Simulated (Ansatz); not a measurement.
# GaP: lattice vibrations

Aim: phonons by finite displacements on a 2×2×2 mesh of wavevectors, at three volumes, and the mode Grüneisen parameters. Runs: reference run (LAPW); volume scaled by 0.980 (LAPW); volume scaled by 1.020 (LAPW); mode Grüneisen parameters (LAPW). Companion runs by PAW are cited.

Computed with Ansatz 0.2.0 (DFT LDA, all-electron LAPW, scalar-relativistic unless said, unless a step's input says otherwise).

### Step 1. The system as given

Symmetry: F-43m, No. 216, cubic system. Conventional cell: a = 5.391 Å, b = 5.391 Å, c = 5.391 Å, α = 90.00°, β = 90.00°, γ = 90.00°. Ga (site symmetry -43m) is surrounded by 4 P at 2.33 Å. P (site symmetry -43m) is surrounded by 4 Ga at 2.33 Å.

Coordinates:

```cif
data_structure
_symmetry_space_group_name_H-M 'F-43m'
_symmetry_Int_Tables_number 216
_cell_length_a 5.3914
_cell_length_b 5.3914
_cell_length_c 5.3914
_cell_angle_alpha 90.000
_cell_angle_beta 90.000
_cell_angle_gamma 90.000
_cell_volume 156.71
loop_
_atom_site_label
_atom_site_type_symbol
_atom_site_symmetry_multiplicity
_atom_site_Wyckoff_symbol
_atom_site_fract_x
_atom_site_fract_y
_atom_site_fract_z
_atom_site_occupancy
Ga1 Ga 4 a 0.00000 0.00000 0.00000 1
P1 P 4 c 0.25000 0.25000 0.25000 1
```

Cartesian axes are those of the input's lattice vectors. The structure goes back to a database entry.

### Step 2. Reference run, LAPW

The input, input.yaml:

```yaml
crystal:
  lattice:
    - [0.0, 2.69568638551, 2.69568638551]
    - [2.69568638551, 0.0, 2.69568638551]
    - [2.69568638551, 2.69568638551, 0.0]
  atoms:
    - { symbol: Ga, position: [0.0, 0.0, 0.0] }
    - { symbol: P, position: [0.75, 0.75, 0.75] }
kpoints:
  mp_grid: { grid: [6, 6, 6] }
scf:
  occupations: { method: fixed }
hamiltonian:
  xc: lda
  pseudopotentials: { kind: all_electron, lapw: { basis_error: 0.001 } }
phonons:
  qmesh: [2, 2, 2]
  qpath:
    path:
      - [0.0, 0.0, 0.0]
      - [-0.5, -0.5, 0.0]
      - [-0.375, -0.375, 0.25]
      - [-0.375, 0.0, 0.375]
      - [0.0, 0.0, 0.0]
      - [0.0, 0.0, 0.5]
      - [-0.5, -0.25, 0.25]
      - [-0.5, -0.5, 0.0]
    npoints: 6
  temperatures: { t_min: 0, t_max: 1000, t_step: 100 }
```

On the command line:

```bash
> ansatz run input.yaml --threads 2 --pin off --max-ram 5120MiB --backend cpu --events-out ev --progress --plain --runs-dir out
```

What it wrote:

```text
LAPW: plane waves up to 9.041 Å⁻¹, error target 1.0e-3 eV per atom; small_component_spin mean_spin; P in spheres of 1.022 Å, 13 of its electrons in bands, Dirac shells []; Ga in spheres of 1.242 Å, 21 of its electrons in bands, Dirac shells [] (how accurate: hamiltonian.pseudopotentials.lapw.basis_error, Limitations)
Engine: ansatz 0.2.0
Pseudopotentials: kind: all_electron
Pseudopotential: Ga, LAPW, valence charge 21, lapw/all_electron/scalar/gaussian/Ga, Koelling and Harmon's equation, gaussian nucleus
Pseudopotential: P, LAPW, valence charge 13, lapw/all_electron/scalar/gaussian/P, Koelling and Harmon's equation, gaussian nucleus
Functional definition: SPW92
  exchange = slater_x
  correlation = pw_c
davidson cushion auto → on  (no smearing: the cushion is to keep the highest requested band from converging to the state above it; pin scf.eigensolver.cushion to override)
Crystal: 4 atoms, lattice volume = 78.355 Å³
Basis set: ecut = 311.3968855626176 eV, 999 PW (Γ), FFT grids on a1, a2, −a1+a2+a3, exchange–correlation at level 2
Bands: 41, of which v1, the nominal top of the filled ones, is band 34 counted from 1 (33 counted from 0)
Symmetry: 16 space group operations
k-points: 20 of 108 (time reversal used)
Non-local potential: Ga, projectors of the file, none
Non-local potential: P, projectors of the file, none
Initial density: superposition of atomic densities (chi_scale 0.1, normalization cell, long waves kept (reshape's long-wave potential 0.00 eV rms))
Initial wavefunctions: plane waves of lowest kinetic energy (no species holds an atomic orbital)
Functional: x = slater, c = lda
iter 1 solved again at ethr=2.43e-3 eV; its pass at ethr=1.00e-1 eV (dr2=1.65e0 eV) is discarded
SCF iter   1: F=—  HF=-124208.779706 eV  |F-HF|=—  |Δ(HF+E_count)|=         —  Δρ=4.03e-2  dr2=1.66e0  ethr=2.43e-3  ⟨swp⟩=2.0  Hψ=5472  notcnv=0
preconditioner: auto → Resta (q_TF=auto, 2.665 Å⁻¹)  ε∞=3.9  [insulator: Δε(μ)=2.001 eV  Ē_g=14.775 eV  n_scr=28 (ndim 8)  ℏωp=25.2 eV  f_vac=0.011  ε∞_Penn≈3.9]
SCF iter   2: F=—  HF=-124208.283492 eV  |F-HF|=—  |Δ(HF+E_count)|=   4.96e-1  Δρ=2.16e-2  dr2=4.33e-1  ethr=2.43e-3  ⟨swp⟩=2.0  Hψ=2380  notcnv=0
SCF iter   3: F=—  HF=-124208.179229 eV  |F-HF|=—  |Δ(HF+E_count)|=   1.04e-1  Δρ=9.60e-3  dr2=9.41e-2  ethr=6.36e-4  ⟨swp⟩=2.1  Hψ=2382  notcnv=0
SCF iter   4: F=—  HF=-124208.129823 eV  |F-HF|=—  |Δ(HF+E_count)|=         —  Δρ=3.53e-3  dr2=1.55e-2  ethr=1.38e-4  ⟨swp⟩=2.9  Hψ=2417  notcnv=0
the basis was enlarged: its passes take 143.3 KiB over the memory plan, 2 of 2 planned eigensolver slots
iter 5 solved again at ethr=1.46e-6 eV; its pass at ethr=2.28e-5 eV (dr2=9.90e-4 eV) is discarded
SCF iter   5: F=—  HF=-124208.124834 eV  |F-HF|=—  |Δ(HF+E_count)|=   4.99e-3  Δρ=9.75e-4  dr2=9.88e-4  ethr=1.46e-6  ⟨swp⟩=2.2  Hψ=4215  notcnv=0
SCF iter   6: F=—  HF=-124208.125016 eV  |F-HF|=—  |Δ(HF+E_count)|=   1.82e-4  Δρ=2.20e-4  dr2=4.57e-5  ethr=1.45e-6  ⟨swp⟩=3.0  Hψ=2447  notcnv=0
SCF iter   7: F=—  HF=-124208.125020 eV  |F-HF|=—  |Δ(HF+E_count)|=   3.34e-6  Δρ=4.96e-5  dr2=1.98e-6  ethr=6.72e-8  ⟨swp⟩=3.0  Hψ=2599  notcnv=0  defer=1
SCF iter   8: F=—  HF=-124208.125021 eV  |F-HF|=—  |Δ(HF+E_count)|=   9.58e-7  Δρ=5.55e-6  dr2=2.83e-8  ethr=2.91e-9  ⟨swp⟩=3.0  Hψ=2528  notcnv=0
[... 2 lines left out ...]
SCF 1 converged in 10 iterations: F = -124208.125021 eV  dr2 = 9.86e-11
Symmetry: 1 space group operations
k-points: 56 of 108 (time reversal used)
Initial density: handed on by an earlier stage of this run
Initial wavefunctions: plane waves of lowest kinetic energy (no species holds an atomic orbital; no wavefunctions were taken with the density)
[... 2 lines left out ...]
preconditioner: auto → Resta (q_TF=auto, 2.665 Å⁻¹)  ε∞=3.7  [insulator: Δε(μ)=1.392 eV  Ē_g=15.225 eV  n_scr=28 (ndim 8)  ℏωp=25.2 eV  f_vac=0.110  ε∞_Penn≈3.7]
[... 7 lines left out ...]
SCF 2 converged in 7 iterations: F = -124208.124471 eV  dr2 = 3.54e-10
[... 2 lines left out ...]
preconditioner: auto → Resta (q_TF=auto, 2.665 Å⁻¹)  ε∞=3.7  [insulator: Δε(μ)=1.408 eV  Ē_g=15.225 eV  n_scr=28 (ndim 8)  ℏωp=25.2 eV  f_vac=0.110  ε∞_Penn≈3.7]
[... 7 lines left out ...]
SCF 3 converged in 7 iterations: F = -124208.124430 eV  dr2 = 1.12e-10
Basis set: ecut = 311.3968855626176 eV, 1007 PW (Γ), FFT grids on a1, a2, −a2+a3, exchange–correlation at level 2
Symmetry: 12 space group operations
k-points: 16 of 108 (time reversal used)
[... 2 lines left out ...]
preconditioner: auto → Resta (q_TF=auto, 2.665 Å⁻¹)  ε∞=3.9  [insulator: Δε(μ)=2.001 eV  Ē_g=14.767 eV  n_scr=28 (ndim 8)  ℏωp=25.2 eV  f_vac=0.012  ε∞_Penn≈3.9]
[... 3 lines left out ...]
the basis was enlarged: its passes take 143.3 KiB over the memory plan, 2 of 2 planned eigensolver slots
[... 7 lines left out ...]
SCF 4 converged in 10 iterations: F = -124208.125021 eV  dr2 = 9.91e-11
Symmetry: 2 space group operations
k-points: 34 of 108 (time reversal used)
[... 2 lines left out ...]
preconditioner: auto → Resta (q_TF=auto, 2.665 Å⁻¹)  ε∞=3.7  [insulator: Δε(μ)=1.406 eV  Ē_g=15.218 eV  n_scr=28 (ndim 8)  ℏωp=25.2 eV  f_vac=0.108  ε∞_Penn≈3.7]
[... 7 lines left out ...]
SCF 5 converged in 7 iterations: F = -124208.124469 eV  dr2 = 3.71e-10
[... 2 lines left out ...]
preconditioner: auto → Resta (q_TF=auto, 2.665 Å⁻¹)  ε∞=3.7  [insulator: Δε(μ)=1.407 eV  Ē_g=15.218 eV  n_scr=28 (ndim 8)  ℏωp=25.2 eV  f_vac=0.108  ε∞_Penn≈3.7]
[... 7 lines left out ...]
SCF 6 converged in 7 iterations: F = -124208.124469 eV  dr2 = 3.70e-10
[... 2 lines left out ...]
preconditioner: auto → Resta (q_TF=auto, 2.665 Å⁻¹)  ε∞=3.7  [insulator: Δε(μ)=1.407 eV  Ē_g=15.218 eV  n_scr=28 (ndim 8)  ℏωp=25.2 eV  f_vac=0.107  ε∞_Penn≈3.7]
[... 6 lines left out ...]
SCF iter   7: F=-124208.124443 eV  HF=-124208.124443 eV  |F-HF|=8.73e-11  |Δ(HF+E_count)|=   1.57e-9  Δρ=6.36e-7  dr2=3.74e-10  ethr=9.18e-12  ⟨swp⟩=3.1  Hψ=4252  notcnv=0
SCF 7 converged in 7 iterations: F = -124208.124443 eV  dr2 = 3.74e-10
iter 1 solved again at ethr=4.67e-7 eV; its pass at ethr=1.00e-1 eV (dr2=3.18e-4 eV) is discarded
SCF iter   1: F=—  HF=-124208.124542 eV  |F-HF|=—  |Δ(HF+E_count)|=         —  Δρ=4.83e-4  dr2=3.06e-4  ethr=4.67e-7  ⟨swp⟩=4.9  Hψ=11628  notcnv=0
SCF iter   2: F=—  HF=-124208.124461 eV  |F-HF|=—  |Δ(HF+E_count)|=   8.09e-5  Δρ=2.43e-4  dr2=6.01e-5  ethr=4.51e-7  ⟨swp⟩=3.0  Hψ=4154  notcnv=0
iter 3 solved again at ethr=3.32e-9 eV; its pass at ethr=8.84e-8 eV (dr2=2.25e-6 eV) is discarded
SCF iter   3: F=—  HF=-124208.124443 eV  |F-HF|=—  |Δ(HF+E_count)|=   1.81e-5  Δρ=5.47e-5  dr2=2.26e-6  ethr=3.32e-9  ⟨swp⟩=2.1  Hψ=7502  notcnv=0
SCF iter   4: F=—  HF=-124208.124443 eV  |F-HF|=—  |Δ(HF+E_count)|=   7.33e-8  Δρ=1.15e-5  dr2=1.22e-7  ethr=3.32e-9  ⟨swp⟩=2.9  Hψ=4099  notcnv=0
SCF iter   5: F=—  HF=-124208.124443 eV  |F-HF|=—  |Δ(HF+E_count)|=   3.36e-7  Δρ=6.73e-6  dr2=4.27e-8  ethr=1.79e-10  ⟨swp⟩=3.1  Hψ=4596  notcnv=0
SCF iter   6: F=—  HF=-124208.124443 eV  |F-HF|=—  |Δ(HF+E_count)|=   3.04e-8  Δρ=2.76e-6  dr2=6.59e-9  ethr=6.28e-11  ⟨swp⟩=2.6  Hψ=4071  notcnv=0
SCF iter   7: F=-124208.124443 eV  HF=-124208.124443 eV  |F-HF|=1.60e-10  |Δ(HF+E_count)|=   1.21e-9  Δρ=6.71e-7  dr2=4.16e-10  ethr=9.69e-12  ⟨swp⟩=3.0  Hψ=4242  notcnv=0
SCF 8 converged in 7 iterations: F = -124208.124443 eV  dr2 = 4.16e-10
SCF converged after 10 iterations
Free energy (F): -124208.125021 eV
Harris-Foulkes:  -124208.125021 eV  (|F-HF|=8.73e-11)
Internal energy: -124208.125021 eV  (E = F + TS)
E sigma→0 (E₀):  -124208.125021 eV
Fermi energy:    8.767159 eV
--- Per-component energies (eV) ---
  E_band       = -3562.961889
  E_kinetic    = 126293.778439
  E_xc         = -5168.102599
  E_electrostatic = -245333.800861  (all electrons and nuclei)
  E_smearing   = -0.000000  (= −TS)
  E_closure    = 0.000000  (closes the sum)
  E_atoms      = -124187.287862  (free atoms, spherical and without spin; not in F)
  Σ components = -124208.125021   (vs F -124208.125021, Δ=0.00e0)
  Basis errors (estimates in eV, not in F): energy 4.4e-4 per atom: plane waves 4.0e-4 (2.4e-4 summed), levels above the bands 0.0e0, relativity 4.9e-9, radial functions 3.2e-5, core shells 1.3e-10; eigenvalues (radial functions only) 4.7e-7; not estimated: angular momenta, meshes, grids; target (lapw.basis_error) 1.0e-3; muffin-tin radii P 1.022 Å, Ga 1.242 Å
--- Forces (eV/Å), atoms counted from 1 ---
  atom   1  Ga     0.00000000     0.00000000    -0.00000000
  atom   2  P     -0.00000000     0.00000000     0.00000000
  atom   3  Ga     0.00000000     0.00000000    -0.00000000
  atom   4  P     -0.00000000     0.00000000     0.00000000
  max |Σ_I F_I| component: 8.67e-18 eV/Å
--- Band table (eV; the first three rows and the last of 20) ---
  k-point 0: bands = ["-158.0668", "-158.0668", "-133.7994", "-133.7994", "-109.4072", "-109.4072", "-109.4072", "-109.4072", "-109.4072", "-109.4072", "-85.0219", "-85.0219", "-85.0219", "-85.0218", "-85.0218", "-85.0218", "-6.0939", "-5.9679", "-5.9679", "-5.9679", "-5.9005", "-5.8957", "-5.8957", "-5.8594", "-5.8594", "-5.8353", "-4.0065", "-0.8467", "1.7551", "5.9411", "5.9411", "8.7672", "8.7672", "8.7672", "10.1934", "10.4084", "10.6422", "12.5401", "12.5401", "12.5401", "17.3946"]
  k-point 1: bands = ["-158.0668", "-158.0668", "-133.7994", "-133.7994", "-109.4072", "-109.4072", "-109.4072", "-109.4072", "-109.4072", "-109.4072", "-85.0219", "-85.0219", "-85.0219", "-85.0219", "-85.0219", "-85.0219", "-6.0687", "-6.0078", "-5.9506", "-5.9506", "-5.9145", "-5.9145", "-5.8888", "-5.8679", "-5.8534", "-5.8413", "-3.5111", "-2.1544", "3.5984", "6.4189", "6.4189", "6.4670", "7.6979", "7.6979", "10.3262", "11.4096", "11.5259", "12.5746", "14.1369", "14.1369", "16.2752"]
  k-point 2: bands = ["-158.0668", "-158.0668", "-133.7994", "-133.7994", "-109.4072", "-109.4072", "-109.4072", "-109.4072", "-109.4072", "-109.4072", "-85.0219", "-85.0219", "-85.0219", "-85.0219", "-85.0218", "-85.0218", "-6.0795", "-5.9930", "-5.9592", "-5.9592", "-5.9127", "-5.9054", "-5.8875", "-5.8593", "-5.8593", "-5.8411", "-3.6342", "-1.2250", "2.3046", "5.2626", "6.2594", "6.2978", "8.3704", "8.3704", "10.6358", "11.1516", "12.1909", "13.1148", "13.1148", "13.7679", "16.7740"]
  k-point 19: bands = ["-158.0668", "-158.0668", "-133.7994", "-133.7994", "-109.4072", "-109.4072", "-109.4072", "-109.4072", "-109.4072", "-109.4072", "-85.0219", "-85.0219", "-85.0219", "-85.0219", "-85.0219", "-85.0219", "-6.0785", "-6.0785", "-5.9177", "-5.9177", "-5.9022", "-5.9022", "-5.8825", "-5.8825", "-5.8449", "-5.8449", "-0.7667", "-0.7667", "1.9124", "1.9124", "5.2001", "5.2001", "5.3024", "5.3024", "12.1024", "12.1024", "12.3300", "12.3300", "16.2855", "16.2855", "16.3287"]
--- Phonons: 6 displaced members + 2 references (amplitude of the first 0.01 Å, Σ member SCF iterations 42) ---
  ASR residual: 4.291e-4 → 0.000e0 eV/Å²; symmetrization residual: 7.105e-5 eV/Å²
  largest component of a force at the reference: 8.7e-18 eV/Å
  ASR residual per site (eV/Å²): 6.85e-5 4.29e-4
  Γ frequencies (cm⁻¹): 0.00 0.00 0.00 365.29 365.29 365.29
--- Phonons (by wavevector): 3 wavevectors in 2 supercells ---
  supercell 1 (2 cells, vectors [1, 0, 0], [0, 1, -1], [0, 0, 2] in multiples of the cell's): 2 displaced members by 0.01 Å; free energy -124208.125021 eV; taken off its force constants: by the sum rule 4.2e-4, by the symmetrisation 3.6e-5 eV/Å²
  symmetry images taken by strict's conditions (phonons.symmetry_images: auto; settled by no image being taken that strict refuses)
  supercell 2 (2 cells, vectors [1, 0, 0], [0, 1, 0], [0, 0, 2] in multiples of the cell's): 4 displaced members by 0.01 Å; free energy -124208.125021 eV; taken off its force constants: by the sum rule 4.3e-4, by the symmetrisation 7.1e-5 eV/Å²; Γ matrix within 1.3e-3 eV/Å² of supercell 1's
  symmetry images taken by strict's conditions (phonons.symmetry_images: auto; settled by no image being taken that strict refuses)
  q = [0.0000, 0.0000, 0.0000] (star 1, supercell 1; hermiticity 0.00e0, symmetrization 5.18e-5): -0.00 0.00 0.00 365.29 365.29 365.29
  q = [0.0000, 0.0000, -0.5000] (star 4, supercell 2; hermiticity 1.71e-16, symmetrization 7.68e-16): 78.45 78.45 233.51 362.32 362.32 370.58
  q = [0.0000, -0.5000, -0.5000] (star 3, supercell 1; hermiticity 9.64e-17, symmetrization 5.31e-16): 101.68 101.68 251.58 361.21 361.21 366.65
  joined force constants: q→R imaginary residual 4.45e-17
  density of states and harmonic sums: on the 20×20×20 q-mesh, interpolated from the force constants of a 2×2×2 supercell (no non-analytic term)
  largest difference from the sums on the solved wave vectors: F 5.95e-2 eV, S 9.18e-5 and C_V 3.23e-5 eV/K
  zero-point energy: 0.092742 eV/cell   skipped modes (ω ≤ 0): 3   left out of the sums: 6.25e-5 of the cell's modes: C_V's classical limit lies that fraction below 3 k_B per atom; for a crystal, a wire or a layer, F and S can be off by more, and a phonons.interpolated_qmesh denser along its periods is the remedy for the sampling
```

It took 2.1 min on 2 threads of Intel Xeon Platinum 8488C (Sapphire Rapids), shared host; peak memory 0.62 GiB.

Wavenumbers in cm⁻¹ (negative: unstable):

| q | modes |
| --- | --- |
| Γ | 0.0 0.0 0.0 365.3 365.3 365.3 |
| L | 78.5 78.5 233.5 362.3 362.3 370.6 |
| X | 101.7 101.7 251.6 361.2 361.2 366.6 |

| T (K) | F (eV/cell) | S (k_B/atom) | C_V (k_B/atom) |
| --- | --- | --- | --- |
| 0 | 0.0927 | 0.00 | 0.00 |
| 100 | 0.0865 | 0.95 | 1.32 |
| 200 | 0.0591 | 2.19 | 2.24 |
| 300 | 0.0124 | 3.18 | 2.61 |
| 400 | -0.0494 | 3.96 | 2.77 |
| 500 | -0.1233 | 4.59 | 2.85 |
| 600 | -0.2070 | 5.11 | 2.89 |
| 700 | -0.2990 | 5.56 | 2.92 |
| 800 | -0.3982 | 5.95 | 2.94 |
| 900 | -0.5038 | 6.30 | 2.95 |
| 1000 | -0.6151 | 6.61 | 2.96 |

### Step 3. Volume scaled by 0.980, LAPW

Edit input.yaml of step 2 so:

```diff
@@ -2,5 +2,5 @@
   lattice:
-    - [0.0, 2.69568638551, 2.69568638551]
-    - [2.69568638551, 0.0, 2.69568638551]
-    - [2.69568638551, 2.69568638551, 0.0]
+    - [0.0, 2.67759398544, 2.67759398544]
+    - [2.67759398544, 0.0, 2.67759398544]
+    - [2.67759398544, 2.67759398544, 0.0]
   atoms:
```

On the command line:

```bash
> ansatz run input.yaml --threads 2 --pin off --max-ram 5120MiB --backend cpu --events-out ev --progress --plain --runs-dir out
```

What it wrote, shortened:

```text
LAPW: plane waves up to 9.122 Å⁻¹, error target 1.0e-3 eV per atom; small_component_spin mean_spin; P in spheres of 1.016 Å, 13 of its electrons in bands, Dirac shells []; Ga in spheres of 1.233 Å, 21 of its electrons in bands, Dirac shells [] (how accurate: [...]
[... 4 set-up lines as earlier in the session ...]
[...]
davidson cushion auto → on  (no smearing: the cushion is to keep the highest requested band from converging to the state above it; pin scf.eigensolver.cushion to override)
Crystal: 4 atoms, lattice volume = 76.788 Å³
[...]
  symmetry images taken by strict's conditions (phonons.symmetry_images: auto; settled by no image being taken that strict refuses)
  q = [0.0000, 0.0000, 0.0000] (star 1, supercell 1; hermiticity 0.00e0, symmetrization 4.96e-5): -0.00 0.00 0.00 374.38 374.38 374.38
  q = [0.0000, 0.0000, -0.5000] (star 4, supercell 2; hermiticity 1.71e-16, symmetrization 5.85e-16): 76.26 76.26 237.41 372.56 372.56 380.41
  q = [0.0000, -0.5000, -0.5000] (star 3, supercell 1; hermiticity 9.69e-17, symmetrization 5.09e-16): 99.12 99.12 256.64 372.27 372.27 375.58
  joined force constants: q→R imaginary residual 4.61e-17
  density of states and harmonic sums: on the 20×20×20 q-mesh, interpolated from the force constants of a 2×2×2 supercell (no non-analytic term)
  largest difference from the sums on the solved wave vectors: F 5.79e-2 eV, S 9.02e-5 and C_V 3.23e-5 eV/K
[...]
```

It took 2.1 min on 2 threads of Intel Xeon Platinum 8488C (Sapphire Rapids), shared host; peak memory 0.61 GiB.

Wavenumbers in cm⁻¹ (negative: unstable):

| q | modes |
| --- | --- |
| Γ | 0.0 0.0 0.0 374.4 374.4 374.4 |
| L | 76.3 76.3 237.4 372.6 372.6 380.4 |
| X | 99.1 99.1 256.6 372.3 372.3 375.6 |

### Step 4. Volume scaled by 1.020, LAPW

Edit input.yaml of step 3 so:

```diff
@@ -2,5 +2,5 @@
   lattice:
-    - [0.0, 2.67759398544, 2.67759398544]
-    - [2.67759398544, 0.0, 2.67759398544]
-    - [2.67759398544, 2.67759398544, 0.0]
+    - [0.0, 2.71353913351, 2.71353913351]
+    - [2.71353913351, 0.0, 2.71353913351]
+    - [2.71353913351, 2.71353913351, 0.0]
   atoms:
```

On the command line:

```bash
> ansatz run input.yaml --threads 2 --pin off --max-ram 5120MiB --backend cpu --events-out ev --progress --plain --runs-dir out
```

What it wrote, shortened:

```text
LAPW: plane waves up to 8.961 Å⁻¹, error target 1.0e-3 eV per atom; small_component_spin mean_spin; P in spheres of 1.028 Å, 13 of its electrons in bands, Dirac shells []; Ga in spheres of 1.251 Å, 21 of its electrons in bands, Dirac shells [] (how accurate: [...]
[... 4 set-up lines as earlier in the session ...]
[...]
davidson cushion auto → on  (no smearing: the cushion is to keep the highest requested band from converging to the state above it; pin scf.eigensolver.cushion to override)
Crystal: 4 atoms, lattice volume = 79.922 Å³
[...]
  symmetry images taken by strict's conditions (phonons.symmetry_images: auto; settled by no image being taken that strict refuses)
  q = [0.0000, 0.0000, 0.0000] (star 1, supercell 1; hermiticity 0.00e0, symmetrization 5.05e-5): -0.00 -0.00 0.00 356.54 356.54 356.54
  q = [0.0000, 0.0000, -0.5000] (star 4, supercell 2; hermiticity 1.71e-16, symmetrization 6.45e-16): 80.29 80.29 229.57 352.47 352.47 361.20
  q = [0.0000, -0.5000, -0.5000] (star 3, supercell 1; hermiticity 9.58e-17, symmetrization 4.16e-16): 103.73 103.73 246.71 350.58 350.58 358.02
  joined force constants: q→R imaginary residual 4.28e-17
  density of states and harmonic sums: on the 20×20×20 q-mesh, interpolated from the force constants of a 2×2×2 supercell (no non-analytic term)
  largest difference from the sums on the solved wave vectors: F 6.09e-2 eV, S 9.32e-5 and C_V 3.23e-5 eV/K
[...]
```

It took 2 min on 2 threads of Intel Xeon Platinum 8488C (Sapphire Rapids), shared host; peak memory 0.62 GiB.

Wavenumbers in cm⁻¹ (negative: unstable):

| q | modes |
| --- | --- |
| Γ | 0.0 0.0 0.0 356.5 356.5 356.5 |
| L | 80.3 80.3 229.6 352.5 352.5 361.2 |
| X | 103.7 103.7 246.7 350.6 350.6 358.0 |

### Step 5. Mode Grüneisen parameters, LAPW

These follow from the three phonon runs above, mode by mode: γ = −d ln ω / d ln V.

| q | wavenumber (cm⁻¹) | γ |
| --- | --- | --- |
| Γ | 365.3 ×3 | 1.22 |
| L | 78.5 ×2 | -1.28 |
| L | 233.5 | 0.84 |
| L | 362.3 ×2 | 1.39 |
| L | 370.6 | 1.30 |
| X | 101.7 ×2 | -1.13 |
| X | 251.6 | 0.99 |
| X | 361.2 ×2 | 1.50 |
| X | 366.6 | 1.20 |

### Step 6. Side by side

PAW rows come from companion runs at the same settings.

| run | volume (Å³/atom) | lowest on the mesh (cm⁻¹) | highest on the mesh, without the LO shift (cm⁻¹) | zero-point energy (meV/atom) |
| --- | --- | --- | --- | --- |
| reference run, LAPW | 19.589 | 0.0 | 370.6 | 46.4 |
| volume scaled by 0.980, LAPW | 19.197 | 0.0 | 380.4 | 47.3 |
| volume scaled by 1.020, LAPW | 19.981 | 0.0 | 361.2 | 45.4 |
| reference run, PAW | 19.589 | 0.0 | 370.6 | 46.5 |
| volume scaled by 0.980, PAW | 19.197 | 0.0 | 380.4 | 47.4 |
| volume scaled by 1.020, PAW | 19.981 | 0.0 | 361.2 | 45.5 |
| linear response at the zone centre with the field response, PAW | 19.589 | 0.0 | 365.2 | – |

Optical modes at Γ (point group -43m), without the LO shift:

| cm⁻¹ | modes | symmetry | active in | moves most |
| --- | --- | --- | --- | --- |
| 365.3 | 3 | T2 | infrared and Raman | P |

### Step 7. Summary of results

```
                                             quantity          value
highest mode on the mesh, without the LO shift (LAPW)       371 cm⁻¹
                                   optical modes at Γ  365 (T2) cm⁻¹
             mean Grüneisen parameter at 300 K (LAPW)           0.37
```

No mode on the mesh is unstable; the highest lies at 371 cm⁻¹ by LAPW. Weighted by heat capacity at 300 K the mean Grüneisen parameter of the sampled modes is 0.37, which points to expansion on heating. Some modes have negative γ and soften under compression. PAW differs from LAPW by at most 0.1 cm⁻¹. Each set of modes is computed in the harmonic approximation.
